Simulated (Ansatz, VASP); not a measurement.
## Cross-check of Zn (Zn strained to the junction's net) between VASP and Ansatz

Aim: how closely do two programs agree when they are given the same cell, functional and k mesh? The structure shown is the end of the Ansatz relaxation below.

Method: plane waves, with VASP 6.6.1 beside it; single point at PBE, in Ansatz 0.2.0.

## Step 1: Set-up

Symmetry: P6_3/mmc, No. 194, hexagonal system. Conventional cell: a = 2.660 Å, b = 2.660 Å, c = 5.073 Å, α = 90.00°, β = 90.00°, γ = 120.00°. Nearest to Zn lie 12 Zn at 2.66 to 2.97 Å.

## Step 2: Ansatz: relaxation, PBE

Ansatz runs on its default PAW (the set named soft_2) files.

This run makes the geometry at which the two programs are then compared.

Contents of input.yaml:

```yaml
crystal:
  lattice:
    - [2.66, 0.0, 0.0]
    - [-1.33, 2.3036275741, 0.0]
    - [0.0, 0.0, 4.95]
  atoms:
    - { symbol: Zn, position: [0.0, 0.0, 0.0] }
    - { symbol: Zn, position: [0.3333333333, 0.6666666667, 0.5] }
kpoints:
  mp_grid: { grid: [18, 18, 6] }
scf:
  occupations: { method: fermi_dirac, width: 0.1 }
  max_iter: 150
hamiltonian:
  xc: pbe
relax:
  f_tol: 0.01
  max_steps: 40
  cell: { fix: [a, b, angles] }
```

The run is started by

```
$ ansatz run input.yaml --threads 4 --pin off --max-ram 16384MiB --backend cpu --events-out ev --progress --plain --runs-dir out
```

Numbers of over 12 decimals in the logs are rounded to 6 here.

Log:

```text
Engine: ansatz 0.2.0, aarch64-unknown-linux-gnu
Pseudopotentials: kind: paw
Pseudopotential: Zn, paw, valence charge 12, recommended cutoff 420 eV (normal), Zn.paw.azcp
Functional definition: PBE
  parameter kappa = 0.804
  parameter beta = 0.066725
  exchange = pbe_x(kappa = kappa, mu = beta*pi^2/3)
  correlation = pbe_c(beta = beta)
Crystal: 2 atoms, lattice volume = 30.332 Å³
Basis set: ecut = 420 eV, 611 PW (Γ), exchange–correlation on 36×36×72 points (8 copies of the dense FFT grid, shifted against one another)
Bands: 16, of which v1, the nominal top of the filled ones, is band 12 counted from 1 (11 counted from 0)
Symmetry: 24 space group operations
Space group: P63/mmc (ITA 194), of the structure as read, at distance tolerance 3.1e-5 Å
k-points: 148 of 1944
Non-local potential: Zn, projectors of the file, l = 0: 2, l = 1: 2, l = 2: 3, l = 3: 1
PAW form: soft (Blöchl's): semilocal exchange-correlation on the pseudo side does not see the compensation charge
PAW one-centre angular grid: Zn, 590 points (default); XC on 64 Gauss nodes
Initial density: superposition of atomic densities (neutral atoms: chi_scale 0, normalization atom), corrected by the library's trained network
Initial wavefunctions: pseudopotential atomic-orbital guess
Functional: x = pbe(κ = 0.804, μ = 0.219515), c = pbe(β = 0.066725)
SCF iter   1: F=—  HF=-6638.063219 eV  |F-HF|=—  |Δ(HF+E_count)|=         —  Δρ=1.18e-3  dr2=2.74e-4  ethr=1.77e-3  ⟨swp⟩=5.0  Hψ=11716  notcnv=0
preconditioner: auto → none  [metal: Δε(μ)=0.087 eV  Ē_g=13.110 eV  σ=0.100 eV  W_gap=0.21  n_scr=4 (ndim 8)  ℏωp=33.0 eV  f_vac=0.000  D(μ)=0.47/eV (n_scr^D=2)  sad-step TF]
SCF iter   2: F=—  HF=-6638.063379 eV  |F-HF|=—  |Δ(HF+E_count)|=   1.60e-4  Δρ=7.62e-4  dr2=1.27e-4  ethr=1.14e-6  ⟨swp⟩=2.3  Hψ=5413  notcnv=0
SCF iter   3: F=—  HF=-6638.063384 eV  |F-HF|=—  |Δ(HF+E_count)|=   5.47e-6  Δρ=4.53e-4  dr2=3.41e-5  ethr=5.31e-7  ⟨swp⟩=2.0  Hψ=4147  notcnv=0
SCF iter   4: F=—  HF=-6638.063378 eV  |F-HF|=—  |Δ(HF+E_count)|=   5.67e-6  Δρ=1.38e-4  dr2=3.40e-6  ethr=1.42e-7  ⟨swp⟩=2.1  Hψ=4062  notcnv=0
iter 5 did not close the SCF: its close was put off for the readings that it lacked (scf_convergence_deferred on its scf_iter line)
SCF iter   5: F=-6638.063377 eV  HF=-6638.063377 eV  |F-HF|=8.59e-9  |Δ(HF+E_count)|=   1.10e-6  Δρ=1.42e-5  dr2=2.23e-8  ethr=1.41e-8  ⟨swp⟩=2.0  Hψ=3896  notcnv=0
SCF iter   6: F=-6638.063377 eV  HF=-6638.063377 eV  |F-HF|=4.03e-8  |Δ(HF+E_count)|=   2.70e-8  Δρ=1.49e-5  dr2=3.59e-8  ethr=9.30e-11  ⟨swp⟩=2.7  Hψ=9511  notcnv=0
SCF 1 converged in 6 iterations: F = -6638.063377 eV  dr2 = 3.59e-8
  greatest PAW one-centre occupation: 0.981 electrons in one spin orbital (limit 2), on the Zn atom at site 1 (counted from 0), in its partial waves of l = 2
relax step   1: F+E_penalty+E_count = -6638.06337735 eV  Δ(F+E_penalty+E_count) = +0.000e0 eV  max|allowed force component| = 2.868e-16 eV/Å  Δτ_max = 0.0000 Å  P = -0.062 GPa  Ω = 30.332 Å³  fix = [a, b, alpha, beta, gamma]  reactions: a -0.860, b -0.860 GPa  (6 SCF iters, dr2 threshold 1.00e-7 eV, accepted)
[...]
relax step   2: F+E_penalty+E_count = -6638.06554210 eV  Δ(F+E_penalty+E_count) = -2.165e-3 eV  max|allowed force component| = 2.405e-16 eV/Å  Δτ_max = 0.0000 Å  P = -0.628 GPa  Ω = 30.648 Å³  energy of the carried Pulay correction = -2.288e-4 eV  fix = [a, b, alpha, beta, gamma]  reactions: a -1.387, b -1.387 GPa  (5 SCF iters, dr2 threshold 2.00e-7 eV, accepted)
[...]
relax step   3: F+E_penalty+E_count = -6638.06638408 eV  Δ(F+E_penalty+E_count) = -8.420e-4 eV  max|allowed force component| = 1.388e-17 eV/Å  Δτ_max = 0.0000 Å  P = -1.315 GPa  Ω = 31.083 Å³  energy of the carried Pulay correction = -5.406e-4 eV  fix = [a, b, alpha, beta, gamma]  reactions: a -1.949, b -1.949 GPa  (5 SCF iters, dr2 threshold 2.00e-7 eV, accepted)
[...]
relax step   4: F+E_penalty+E_count = -6638.06692746 eV  Δ(F+E_penalty+E_count) = -5.434e-4 eV  max|allowed force component| = 4.626e-17 eV/Å  Δτ_max = 0.0000 Å  P = -1.313 GPa  Ω = 31.083 Å³  fix = [a, b, alpha, beta, gamma]  reactions: a -1.948, b -1.948 GPa  stress off target by 4.26e-2 GPa on what of the cell is left free  SCF on the basis re-selected at this cell (its energy is not comparable with the rows above)  (5 SCF iters)
basis re-selected at this cell: Δ(F+E_penalty+E_count) = -5.434e-4 eV, ΔP = +0.002 GPa vs the last step (what re-selecting the basis moved, of the pressure what is left beyond the Pulay correction that the steps carried, after the strain that the cell walked since its last selection, with what the two solves' SCF thresholds leave and, on support functions, any second-order correction that the steps lacked; it is no m [...]
SCF converged after 5 iterations
Free energy (F): -6638.066927 eV
Harris-Foulkes:  -6638.066927 eV  (|F-HF|=1.82e-12)
Internal energy: -6638.052137 eV  (E = F + TS)
E sigma→0 (E₀):  -6638.059532 eV
Entropy (-TS):   -0.014790 eV (-7.395 meV/atom)
Fermi energy:    10.695131 eV
--- Per-component energies (eV) ---
  E_band       = 90.718664
  E_kinetic    = 261.613336
  E_local      = -3107.720650  (includes V_loc(G=0)·N_el)
  E_nonlocal   = 1221.099518
  E_hartree    = 1302.134606
  E_xc         = -275.204950
  E_vxc        = -104.929515  (∫ρ·V_xc dr)
  E_paw        = -3649.664258  (= ΣΔE_a)
  E_vpaw       = -783.612742  (= ΣTr[D̂ρ^β])
  E_aug_tail   = -0.000691  (compensation charges beyond the density's cutoff)
  E_ewald      = -2390.309048
  E_smearing   = -0.014790  (= −TS)
  E_closure    = -0.000000  (closes the sum)
  Σ components = -6638.066927   (vs F -6638.066927, Δ=0.00e0)
--- Forces (eV/Å), atoms counted from 1 ---
  atom   1  Zn    -0.00000000    -0.00000000     0.00000000
  atom   2  Zn    -0.00000000     0.00000000     0.00000000
  max |Σ_I F_I| component: 3.70e-17 eV/Å
--- Stress (GPa, compression-positive) ---
       -1.948164      -0.000000       0.000000
        0.000000      -1.948164       0.000000
        0.000000       0.000000      -0.042605
  P = ⅓ Tr σ = -1.3130 GPa (-13.130 kbar)
--- Relaxed structure (3 steps of the walk, 3 accepted, 1 SCFs on fresh bases) ---
  F+E_penalty+E_count = -6638.06692746 eV   max|allowed force component| = 4.626e-17 eV/Å   (the final SCF, on the basis selected at the relaxed cell)
  cell:  # Å, volume = 31.0830 Å³
    - [2.660000, 0, 0.0]
    - [-1.330000, 2.303628, 0.0]
    - [0.0, 0.0, 5.072581]
  atoms:
    - { symbol: Zn, position: [9.251858539620039e-18, -5.088522196306338e-17, 0.0] }
    - { symbol: Zn, position: [0.333333, 0.666667, 0.5] }
```

The column dr2 measures how far the density is from self-consistency, as an energy; F and HF (Harris–Foulkes) agree once it is small.

## Step 3: VASP: single point, PBE

The same cell, functional, mesh and smearing now go to VASP, with its own data sets.

Lines of VASP's logs that name or quote its potential files are left out, and so is its time.

Contents of INCAR:

```
SYSTEM = Zn
PREC = Accurate
ENCUT = 500
EDIFF = 1E-06
NELM = 120
ISMEAR = -1
SIGMA = 0.1
LREAL = .FALSE.
ALGO = Normal
GGA = PE
NBANDS = 18
LORBIT = 11
LWAVE = .FALSE.
LCHARG = .FALSE.
ISIF = 2
LASPH = .TRUE.
GGA_COMPAT = .FALSE.
```

Contents of POSCAR:

```
Zn
1.0
    2.6600000000      0.0000000000      0.0000000000
   -1.3300000000      2.3036275741      0.0000000000
    0.0000000000      0.0000000000      5.0725812109
Zn
2
Direct
    0.0000000000      1.0000000000      0.0000000000
    0.3333333334      0.6666666666      0.5000000000
```

Contents of KPOINTS:

```
Automatic mesh
0
Gamma
18 18 6
0 0 0
```

The projector-augmented-wave data sets are Zn (PBE family, release 64).

The run is started by

```
$ mpirun -np 1 vasp_std
```

Log:

```text
[banner, memory and clock lines left out]
running    1 mpi-ranks, on    1 nodes
 distrk:  each k-point on    1 cores,    1 groups
 distr:  one band on    1 cores,    1 groups

 POSCAR found type information on POSCAR Zn
 POSCAR found :  1 types and       2 ions
 LDA part: xc-table for (Slater+PW92), standard interpolation
 POSCAR, INCAR and KPOINTS ok, starting setup
 FFT: planning ... GRIDC
 FFT: planning ... GRID_SOFT
 FFT: planning ... GRID
 WAVECAR not read
 entering main loop
       N       E                     dE             d eps       ncg     rms          rms(c)
DAV:   1     0.107875515008E+03    0.10788E+03   -0.12428E+04  5448   0.206E+03
DAV:   2     0.185614640816E+01   -0.10602E+03   -0.10309E+03  5360   0.294E+02
DAV:   3    -0.239938451073E+01   -0.42555E+01   -0.42401E+01  6060   0.676E+01
DAV:   4    -0.242283655944E+01   -0.23452E-01   -0.23444E-01  5930   0.510E+00
DAV:   5    -0.242287016477E+01   -0.33605E-04   -0.33605E-04  5762   0.173E-01    0.382E+00
DAV:   6    -0.223440533011E+01    0.18846E+00   -0.82681E-01  5766   0.191E+01    0.289E+00
DAV:   7    -0.222626185904E+01    0.81435E-02   -0.27009E-02  6734   0.280E+00    0.150E+00
DAV:   8    -0.222216421665E+01    0.40976E-02   -0.19369E-03  6952   0.670E-01    0.479E-02
DAV:   9    -0.222217973390E+01   -0.15517E-04   -0.25102E-04  7076   0.208E-01    0.349E-02
DAV:  10    -0.222218343717E+01   -0.37033E-05   -0.23349E-05  5560   0.590E-02    0.281E-03
DAV:  11    -0.222218328848E+01    0.14869E-06   -0.10717E-07  3142   0.372E-03
   1 F= -.22221833E+01 E0= -.22147915E+01  d E =-.147835E-01
```

From OUTCAR (step 3):

```text
ion  position               nearest neighbor table
   1  0.000  0.000  0.000-   2 2.97   2 2.97   2 2.97   2 2.97   2 2.97   2 2.97
   2  0.333  0.667  0.500-   1 2.97   1 2.97   1 2.97   1 2.97   1 2.97   1 2.97

  LATTYP: Found a hexagonal cell.
 ALAT       =     2.6600000000
 C/A-ratio  =     1.9069854176

 Subroutine GETGRP returns: Found 24 space group operations
 (whereof 12 operations were pure point group operations)

The static configuration has the point symmetry D_3h.
 The point group associated with its full space group is D_6h.

 Found    148 irreducible k-points:

   k-points           NKPTS =    148   k-points in BZ     NKDIM =    148   number of bands    NBANDS=     18

   dimension x,y,z NGX =    20 NGY =   20 NGZ =   40
   dimension x,y,z NGXF=    40 NGYF=   40 NGZF=   80

   ENCUT  =  500.0 eV  36.75 Ry    6.06 a.u.   4.85  4.85  9.25*2*pi/ulx,y,z

   NELECT =      24.0000    total number of electrons

 k-points in reciprocal lattice and weights: Automatic mesh
   0.00000000  0.00000000  0.00000000       0.001
   0.05555556 -0.00000000  0.00000000       0.003
   0.11111111 -0.00000000  0.00000000       0.003
   0.16666667 -0.00000000  0.00000000       0.003
   0.22222222 -0.00000000  0.00000000       0.003
   0.27777778 -0.00000000  0.00000000       0.003
   0.33333333 -0.00000000  0.00000000       0.003
   0.38888889 -0.00000000  0.00000000       0.003
   0.44444444 -0.00000000  0.00000000       0.003
[...]
0.33333333  0.27777778  0.50000000       0.006
   0.33333333  0.33333333  0.50000000       0.001

 average (electrostatic) potential at core
       1 -37.0342       2 -37.0342

 E-fermi :   2.9303

 k-point     1 :       0.0000    0.0000    0.0000
  band No.  band energies     occupation
    ...
      9      -4.2943      2.00000
     10      -4.1200      2.00000
     11      -4.1200      2.00000
     12      -0.6785      2.00000
     13      -0.3984      2.00000
     14      15.5098      0.00000
     15      19.2542      0.00000
     16      20.6508      0.00000
     17      20.6508      0.00000
     18      22.2394      0.00000

 k-point     2 :       0.0556   -0.0000    0.0000
  band No.  band energies     occupation
    ...
      9      -4.3023      2.00000
     10      -4.1710      2.00000
     11      -4.1195      2.00000
     12      -0.5341      2.00000
     13      -0.3507      2.00000
     14      15.6104      0.00000
     15      18.8173      0.00000
     16      19.3533      0.00000
     17      19.7383      0.00000
     18      21.2800      0.00000

 k-point     3 :       0.1111   -0.0000    0.0000
  band No.  band energies     occupation
    ...
      9      -4.3243      2.00000
     10      -4.2815      2.00000
     11      -4.1189      2.00000
     12      -0.2006      2.00000
     13      -0.1266      2.00000
     14      15.9019      0.00000
     15      16.2371      0.00000
     16      18.4122      0.00000
     17      19.2296      0.00000
     18      20.4711      0.00000

  Total       -0.2997021     -0.2997021      0.0188301      0.0000000     -0.0000000     -0.0000000
  in kB      -15.4481853    -15.4481853      0.9706011      0.0000000     -0.0000000     -0.0000000
  external PRESSURE =      -9.9752565 kB  Pullay stress =       0.0000000 kB

  energy-cutoff  :      500.00
  volume of cell :       31.08
      direct lattice vectors                 reciprocal lattice vectors
     2.660000000  0.000000000  0.000000000     0.375939850  0.217048973  0.000000000
    -1.330000000  2.303627574  0.000000000     0.000000000  0.434097947  0.000000000
     0.000000000  0.000000000  5.072581211     0.000000000  0.000000000  0.197138293

 POSITION                                       TOTAL-FORCE (eV/Angst)
 -----------------------------------------------------------------------------------
      0.00000      0.00000      0.00000         0.000000      0.000000      0.000000
      0.00000      1.53575      2.53629        -0.000000      0.000000      0.000000
 -----------------------------------------------------------------------------------
    total drift:                               -0.000004      0.000002      0.000000

  FREE ENERGIE OF THE ION-ELECTRON SYSTEM (eV)
  ---------------------------------------------------
  free  energy   TOTEN  =        -2.2221832885 eV

  energy  without entropy=       -2.2073998105  energy(sigma->0) =       -2.21479155

 total charge
# of ion       s       p       d       tot
------------------------------------------
    1        0.595   0.435   9.720  10.750
    2        0.595   0.435   9.720  10.750
--------------------------------------------------
tot          1.190   0.870  19.440  21.500

[... 3 further parts left out ...]
```

The run ends at a pressure of -1.00 GPa.

## Step 4: Side by side

Known differences besides the potentials themselves: the cutoff is 420 eV in Ansatz and 500 eV in VASP; Ansatz's pressure holds a Pulay correction, VASP's none. Total energies have different zeros and are not compared.

Both answers:

```csv
quantity,Ansatz,VASP,difference
pressure (GPa),-1.31,-1.00,-0.32
```

## Step 5: Results

| Property | Result |
| --- | --- |
| difference in pressure (single point, PBE) | -0.32 GPa |

**Reading.** The difference in pressure is -0.32 GPa (single point, PBE), within the 1 GPa picked in this series as the mark of a large difference. How closely two codes agree says nothing of how well the functional describes the real material.

[Lines on the potential files, build, host, timing and source positions are cut from VASP's logs without a mark.]

[Logs are printed without paths, hosts, clocks, repeated set-up lines and the standing remarks that a program may print on its own settings, such as how far it seeks lower states.]

[Hosts, paths, dates, database ids (printed as entryN), source tags and the programs' standing remarks are cut or masked in the printed files.]
